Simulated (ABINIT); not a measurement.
The system is GaN.

```
Ga N
1.0
     3.18000    0.00000    0.00000
    -1.59000    2.75396    0.00000
     0.00000    0.00000    5.16600
Ga N
2 2
Direct
  0.66667 0.33333 0.50000
  0.33333 0.66667 0.00000
  0.66667 0.33333 0.87500
  0.33333 0.66667 0.37500
```

Base run:

```yaml
Program: ABINIT 10.8.3 (patched build)
Functional: revPBE
Potentials_or_basis: JTH PAW PBE v2.0
Cutoff: 680 eV
k_mesh: 10 × 10 × 5
Occupations: fermi-dirac, width 0.05 eV
Spin: no spin polarisation
```

Its results: band gap on the k mesh 1.99 eV, direct; largest force 0.142 eV/Å.

Q: After a change of settings the same cell gave: band gap on the k mesh 2.28 eV, direct; largest force 0.153 eV/Å. Which change was it?
A. functional from revPBE to PBE
B. functional from revPBE to HCTH407
C. functional from revPBE to LDA-PZ; potentials or basis from JTH PAW PBE v2.0 to JTH PAW LDA v2.0

A: B.

Caveats: the PAW data sets were made with another functional, which shifts forces and pressure a little.
